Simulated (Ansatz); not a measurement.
**Energy ranking of Cd3Te2 structures**

Level of theory: Ansatz, DFT PBE, scalar-relativistic, plane waves, PAW. Settings: cutoff 420 eV, Γ-centred meshes spaced at most about 0.3 Å⁻¹, and about 0.25 Å⁻¹ or finer for metals (2π included), Gaussian smearing. No spin polarisation.

The zero of energy is the elements' standard structures at the same level; no fitted shifts are applied.

Temperature and zero-point effects are left out. Larger cells and other orderings weren't all tried, so the list isn't exhaustive. Weakly bound directions are ill-defined at this level, which has no dispersion term (P6_3/mmc at 37.6 Å³/atom, P-3m1), and this can change margins and order among such cells. These runs have no spin–orbit coupling, which can matter for Te. Kohn–Sham gaps at this level usually fall short of measured ones. The missing spin–orbit coupling can work the other way here. The reference form of Te is held partly by dispersion forces, which this level lacks.

Invented guesses were relaxed alike, and ends that match in structure were merged. ΔE counts from the first row. Coordination counts Te atoms around Cd (those within 1.25 times the shortest such distance or 1.15 times the sum of covalent radii, 1.27 where that leaves under three; the shortest distance is added where it exceeds 1.18 times the sum of covalent radii; a slash parts the counts of unlike sites). The ends were matched against large subsets of the Crystallography Open Database and the Materials Project, so a missing match doesn't prove that a structure is unreported.

| # | reached from | type and space group | atoms | Å³/atom | coordination | ΔE (meV/atom) | gap on mesh (eV) | in databases |
| --- | --- | --- | --- | --- | --- | --- | --- | --- |
| 1 | a cell proposed by chemical analogy | P-4m2 (No. 115) | 5 | 41.1 | Cd 2/4 | 0 | 0.21 | no match |
| 2 | Ti3C2 type (P6_3/mmc) | P6_3/mmc (No. 194) | 10 | 31.8 | Cd 3/6 | 21 | 0.00 | no match |
| 3 | a cell proposed by chemical analogy | anti-tetradymite, R-3m (No. 166) | 5 | 28.6 | Cd 3/6 | 59 | 0.00 | no match |
| 4 | Sn3Pt2 type (P6_3/mmc) | P6_3/mmc (No. 194) | 10 | 37.6 | Cd 4/6 from 4.0 Å | 70 | 0.22 | no match |
| 5 | a cell proposed by chemical analogy | P-3m1 (No. 164) | 5 | 37.8 | Cd 4/6 from 4.0 Å | 71 | 0.23 | no match |

The lowest: Space group P-4m2 (No. 115), tetragonal, a = 4.626 Å, c = 9.592 Å. Cd on a site of symmetry 2mm is surrounded by 1 Cd at 2.71 Å and 2 Te at 2.90 Å; around Cd on a site of symmetry -4m2 lie 4 Te at 2.86 Å; Te is surrounded by 4 Cd at 2.86–2.90 Å. Its energy over the elements is −0.252 eV/atom. Whether it is stable depends on the other phases of the system, which aren't compared here. An observed structure of this formula, if there is one, may be missing.

Space group P-4m2 (No. 115). a = 4.626 Å, b = 4.626 Å, c = 9.592 Å, α = 90.00°, β = 90.00°, γ = 90.00°
```tsv
atom	site	symmetry	x	y	z
Cd	2f	2mm.	0.5000	0.5000	0.3585
Cd	1a	-4m2	0.0000	0.0000	0.0000
Te	2g	2mm.	0.0000	0.5000	0.1762
```

The second: Space group P6_3/mmc (No. 194), hexagonal, a = 4.396 Å, c = 18.984 Å. Cd on a site of symmetry 3m has 1 Cd at 2.74 Å and 3 Te at 3.01 Å; Cd on a site of symmetry -3m has 6 Te at 3.09 Å; Te is surrounded by 6 Cd at 3.01–3.09 Å. Counting Te atoms around Cd, the first has Cd 2/4 and the second has Cd 3/6. Cells relaxed within their symmetry can be saddle points.

```xyz
10
Lattice="4.3960 0.0000 0.0000 -2.1980 3.8070 0.0000 0.0000 0.0000 18.9842" Properties=species:S:1:pos:R:3 pbc="T T T"
Cd    0.0000    2.5380   15.6061
Cd    2.1980    1.2690    6.1140
Cd    2.1980    1.2690    3.3781
Cd    0.0000    2.5380   12.8702
Cd    0.0000    0.0000    0.0000
Cd    0.0000    0.0000    9.4921
Te    2.1980    1.2690   17.2269
Te    0.0000    2.5380    7.7348
Te    2.1980    1.2690   11.2494
Te    0.0000    2.5380    1.7573
```

Some candidate types were left out of the draw beforehand, so a known form may be missing.
